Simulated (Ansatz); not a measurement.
Computed with Ansatz, DFT PBE, scalar-relativistic, plane waves, PAW. All cells share a 420 eV cutoff and Γ-centred k meshes spaced at most about 0.3 Å⁻¹ (about 0.25 or finer for metals, 2π included). No spin polarisation.

These are static total energies at zero pressure.

Compare these two cells of Zr7B, each relaxed at this level.

1. Space group R-3 (No. 148), trigonal, a = 8.658 Å, c = 8.052 Å. Around Zr on a site of symmetry 1 lie 1 B at 2.34 Å and 12 Zr at 3.21–3.37 Å; Zr on a site of symmetry -3 has 12 Zr at 3.22–3.30 Å; B has 6 Zr at 2.34 Å.

2. Space group P-3m1 (No. 164), trigonal, a = 3.306 Å, c = 18.326 Å. Around Zr on a site of symmetry 3m lie 3 B at 2.34 Å and 12 Zr at 3.31–3.34 Å; around Zr on a second site of symmetry 3m lie 12 Zr at 3.15–3.34 Å; Zr on a third site of symmetry 3m has 12 Zr at 3.15–3.31 Å; around Zr on a site of symmetry -3m lie 12 Zr at 3.19–3.31 Å; B is surrounded by 6 Zr at 2.34 Å.

Problem. Which would you expect to be lower, and how large is the difference?

Solution. Cell 2 is lower, by 29 meV/atom. Cell 1 has space group R-3 (No. 148), 21.8 Å³/atom and no gap on its mesh; cell 2 has space group P-3m1 (No. 164), 21.7 Å³/atom and no gap. Both come from invented guesses.

For metals, differences of a few meV/atom aren't resolved. Cells relaxed within their symmetry can be saddle points.
